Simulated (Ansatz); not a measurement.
# ZrO2 (Fm-3m): relaxation of cell and ions, by script

What cell does ZrO2 (Fm-3m) relax to? The task is a relaxation of cell and ions, for ZrO2 (Fm-3m).

The COD entry's cell or inner coordinates are ideal or old and differ from later refinements, so a difference from it is no clean test against experiment.

Program: Ansatz 0.2.0 through its Python package. Level of theory: DFT r2SCAN, plane waves, PAW. These are calculated values, not measurements.

### 1 Starting point

It takes space group Fm-3m (No. 225, cubic). Conventional cell: a = 5.070 Å, b = 5.070 Å, c = 5.070 Å, α = 90.00°, β = 90.00°, γ = 90.00°. Zr (site symmetry m-3m) has 8 O at 2.20 Å as nearest neighbours. O (site symmetry -43m) has 4 Zr at 2.20 Å as nearest neighbours.

The script holds or builds the structure itself.

### 2 The code

zro2_vcrelax.py

```python
# -*- coding: utf-8 -*-
import ansatz as az
from ase.data import atomic_numbers
import matplotlib.pyplot as plt
import numpy as np
import spglib

def edges_and_angles(cell):
    cell = np.asarray(cell)
    a, b, c = np.linalg.norm(cell, axis=1)
    cosines = cell[1] @ cell[2] / (b * c), cell[0] @ cell[2] / (a * c), cell[0] @ cell[1] / (a * b)
    return (a, b, c, *np.degrees(np.arccos(cosines)))

lattice = az.Lattice.of(
    [0.0, 2.535, 2.535],
    [2.535, 0.0, 2.535],
    [2.535, 2.535, 0.0],
)
sites = [
    ("Zr", [0.0, 0.0, 0.0]),
    ("O", [0.25, 0.25, 0.25]),
    ("O", [0.75, 0.75, 0.75]),
]
cell = az.Crystal(lattice=lattice)
for symbol, position in sites:
    cell = cell.atom(symbol, position)

model = (
    cell.calculation()
    .functional("r2SCAN")
    .occupations("Fixed")
    .kpoints(mesh=(6, 6, 6))
    .relax(force_tolerance=0.02, fix_cell=["angles"])
)
steps = []


def collect(event):
    if event["event"] == "relax_step":
        steps.append(event["data"])


out = model.session().plan().execute(on_event=collect)
report = out.report
for s in steps:
    flag = "" if s["accepted"] else "  (rejected)"
    print("step %2d  E = %.5f eV  largest force component = %.4f eV/A%s" % (s["step"], s["lagrangian_ev"], s["allowed_force_max_ev_ang"], flag))

first, last = steps[0], steps[-1]
symbols = [site.symbol for site in out.lattice.sites]
print(f"energy gained {first['lagrangian_ev'] - last['lagrangian_ev']:.4f} eV in {len(steps) - 1} steps")
for label, vectors in (("before", first["cell_ang"]), ("after", out.lattice.cell_ang)):
    print(label, "a b c (A) {:.4f} {:.4f} {:.4f}  angles {:.2f} {:.2f} {:.2f}".format(*edges_and_angles(vectors)), f" V = {abs(np.linalg.det(vectors)):.3f} A^3")
print("final stress xx yy zz (GPa, compression positive):", np.round(np.diag(report["stress_gpa"]), 3) + 0.0)

fractions = [site.position_frac for site in out.lattice.sites]
numbers = [atomic_numbers[s] for s in symbols]
for tolerance in (1e-3, 1e-2, 1e-1):
    print(f"space group at {tolerance} A:", spglib.get_spacegroup((out.lattice.cell_ang, fractions, numbers), symprec=tolerance))

fig, (top, bottom) = plt.subplots(2, 1, sharex=True, figsize=(4.5, 4))
top.plot([s["lagrangian_ev"] - last["lagrangian_ev"] for s in steps], "o-")
top.set_ylabel("E - E(final) (eV)")
bottom.semilogy([max(s["allowed_force_max_ev_ang"], 1e-6) for s in steps], "s-")
bottom.set(xlabel="step", ylabel="largest force (eV/A)")
fig.tight_layout()
fig.savefig("relax.png", dpi=100)

for key in ("converged", "n_iterations", "n_electrons", "n_kpoints", "n_pw", "n_symmetry_ops", "free_energy_ev", "fermi_energy_ev"):
    print(f"{key:18s} {report[key]}")
```

### 3 The input behind the calls

The package turns the script's settings into the engine's input:

```yaml
crystal:
  lattice:
    - [0.0, 2.535, 2.535]
    - [2.535, 0.0, 2.535]
    - [2.535, 2.535, 0.0]
  atoms:
    - { symbol: Zr, position: [0.0, 0.0, 0.0] }
    - { symbol: O, position: [0.25, 0.25, 0.25] }
    - { symbol: O, position: [0.75, 0.75, 0.75] }
kpoints:
  mp_grid:
    grid: [6, 6, 6]
hamiltonian:
  xc: r2scan
scf:
  occupations:
    method: fixed
relax:
  f_tol: 0.02
  cell:
    fix: [angles]
```

### 4 Launch

Launch:

```
$ python zro2_vcrelax.py
```

Log:

```text
DeckWarning: basis.ecutwfc = 500 eV, auto-derived from the records' recommended cutoffs: set by Zr (their level for a meta-GGA)
DeckWarning: crystal.symmetry: narrowed to the stabiliser of the fixed cell quantities (relax.cell.fix) — unitary ops 48 → 12. The narrowing is safe, since a smaller group never makes results wrong: the run goes on under it, on as many k-points as the starting group would need, or more. Excluded: 36 operations that would move a fixed cell quantity at a test strain (relax.cell.fix fixes alpha, beta, gamma). The cell can leave their symmetry as it relaxes.
step  1  E = -5338.05589 eV  largest force component = 0.0000 eV/A
step  2  E = -5338.05886 eV  largest force component = 0.0000 eV/A
step  3  E = -5338.05905 eV  largest force component = 0.0000 eV/A
step  4  E = -5338.05940 eV  largest force component = 0.0000 eV/A
energy gained 0.0035 eV in 3 steps
before a b c (A) 3.5850 3.5850 3.5850  angles 60.00 60.00 60.00  V = 32.581 A^3
after a b c (A) 3.5988 3.5988 3.5988  angles 60.00 60.00 60.00  V = 32.957 A^3
final stress xx yy zz (GPa, compression positive): [-0.017 -0.017 -0.017]
space group at 0.001 A: Fm-3m (225)
space group at 0.01 A: Fm-3m (225)
space group at 0.1 A: Fm-3m (225)
converged          True
n_iterations       5
n_electrons        24.0
n_kpoints          32
n_pw               869
n_symmetry_ops     12
free_energy_ev     -5338.059404321651
fermi_energy_ev    11.843384718065325
```

(Warnings from the package without file and line.)

Wall time 9.5 s (1 thread of AMD EPYC 7R43 (Zen 3), shared host); peak memory 0.53 GiB.

Lines on the test bed's own set-up are left out of the output.

A comment line of the script is reworded here; the code is as run.

### 5 Size and end state of the run

The report of the run holds:

```
                                                                  item        value
                                                     SCF cycles in all           20
                                                       k-points solved           32
                                                           plane waves          869
                                                                 bands           16
                                                     valence electrons           24
                                                      free energy (eV)  -5338.05940
                                                      Fermi level (eV)       11.843
lowest empty less highest filled level on the mesh, by band count (eV)        3.886
                              pressure (GPa; positive when compressed)        -0.02
```

### 6 The relaxation, step by step

Relaxation path:

| step | energy from step 1 (eV/cell) | largest force component (eV/Å) | pressure (GPa) | volume (Å³) |
| --- | --- | --- | --- | --- |
| 1 | 0.0000 | 0.0000 | 3.00 | 32.58 |
| 2 | -0.0030 | 0.0000 | -0.55 | 33.03 |
| 3 | -0.0032 | 0.0000 | -0.01 | 32.96 |
| 4 | -0.0035 | 0.0000 | -0.02 | 32.96 |

Step 1 is the start. Step 4 repeats the geometry before it on a plane-wave basis chosen anew for that cell, so its energy need not be comparable with the rows above.

Lengths and angles in the start's conventional setting:

|  | before | after | change |
| --- | --- | --- | --- |
| a (Å) | 5.070 | 5.089 | +0.4 % |
| b (Å) | 5.070 | 5.089 | +0.4 % |
| c (Å) | 5.070 | 5.089 | +0.4 % |
| volume (Å³/atom) | 10.86 | 10.99 | +1.2 % |
| shortest distance (Å) | 2.195 | 2.204 | +0.4 % |
| space group (0.01 Å) | Fm-3m | Fm-3m | same |

### 7 Results

| quantity | value |
| --- | --- |
| free energy | -5338.0594 eV (-1779.3531 eV/atom) |
| moves of the relaxation | 2 |
| energy gained (ahead of the last change of basis) | 1.1 meV/atom |
| last largest force component | 0.0000 eV/Å |
| relaxed conventional cell | a = 5.089 Å, b = 5.089 Å, c = 5.089 Å, α = 90.00°, β = 90.00°, γ = 90.00° |
| space group at the end | Fm-3m |

**Reading.** The volume grew by 1.2 % over 2 moves, and the space group stayed Fm-3m. What to keep in mind:
- The run is spin-unpolarised.
- Forces vanish by symmetry, so the ions can't move, and the end may be a saddle.
- The zero of the levels is a convention of the potentials, so an absolute Fermi energy is no work function.
- Energies along a relaxation are free energies. Rows at an unchanged volume are solved on a plane-wave basis chosen afresh for that cell, so the energy jumps there and such rows are no steps of the walk.
- Edges and angles that the script prints are those of the cell as typed, here a primitive one.
- Of the deposited cell: the entry's cell lengths or inner coordinates differ somewhat from later room-temperature determinations.
